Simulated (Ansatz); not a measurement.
`OCCCCCO` + `OCCO` → `OCCOCCO` + `CCCO`  (substitution at a C–C bond)

Computed with Ansatz on PBE0-D4/def2-TZVP structures; ΔE is electronic, products minus reactants. CCSD(T)/CBS adds triple-zeta CCSD(T) − MP2 to the extrapolated MP2 energy (def2 sets, frozen cores). This one scheme is used for every species. Functionals use def2-TZVPP. B3LYP here is the variant with VWN-RPA as its local correlation; programs differ in this. Each species was taken in one conformer, which may not be the lowest.

| level | ΔE (kcal/mol) | difference from CCSD(T)/CBS |
| --- | --- | --- |
| PBE-D4 | 6.4 | -0.5 |
| r2SCAN-D4 | 5.7 | -1.2 |
| PBE0-D4 | 6.5 | -0.4 |
| B3LYP-D4 | 5.1 | -1.8 |
| ωB97X-V | 5.6 | -1.3 |
| ωB97M-V | 6.3 | -0.6 |
| B2PLYP | 5.1 | -1.8 |
| PBE | 5.7 | -1.2 |
| r2SCAN | 5.6 | -1.3 |
| PBE0 | 5.9 | -1.0 |
| B3LYP | 4.1 | -2.8 |
| HF/def2-TZVPP | 2.5 | -4.4 |
| MP2/def2-TZVPP | 7.5 | 0.6 |
| SCS-MP2/def2-TZVPP | 6.2 | -0.7 |
| CCSD/def2-TZVPP | 6.2 | -0.7 |
| CCSD(T)/def2-TZVPP | 6.5 | -0.4 |
| HF/def2-QZVPP | 2.4 | -4.5 |
| MP2/def2-QZVPP | 7.7 | 0.8 |
| SCS-MP2/def2-QZVPP | 6.5 | -0.4 |
| HF/CBS(def2) | 2.4 | -4.5 |
| MP2/CBS(def2) | 7.9 | 1.0 |
| CCSD/CBS(def2) | 6.6 | -0.3 |
| CCSD(T)/CBS | 6.9 | 0 |

Largest T1 diagnostic among the species: 0.010.

In def2-TZVPP, CCSD(T) changes the Hartree–Fock value by +4.0 kcal/mol (the triples alone add +0.3 kcal/mol) and MP2 by +5.0 kcal/mol. The D4 term adds +1.0 kcal/mol with B3LYP and +0.6 kcal/mol with PBE0; it sums over pairs of atoms, weighted by their polarisabilities, and B3LYP, whose exchange is more repulsive, gets the larger term.

CCSD(T)/CBS has its own doubt, a few kJ/mol and more with outer-core shells, so smaller differences from it don't rank the levels.
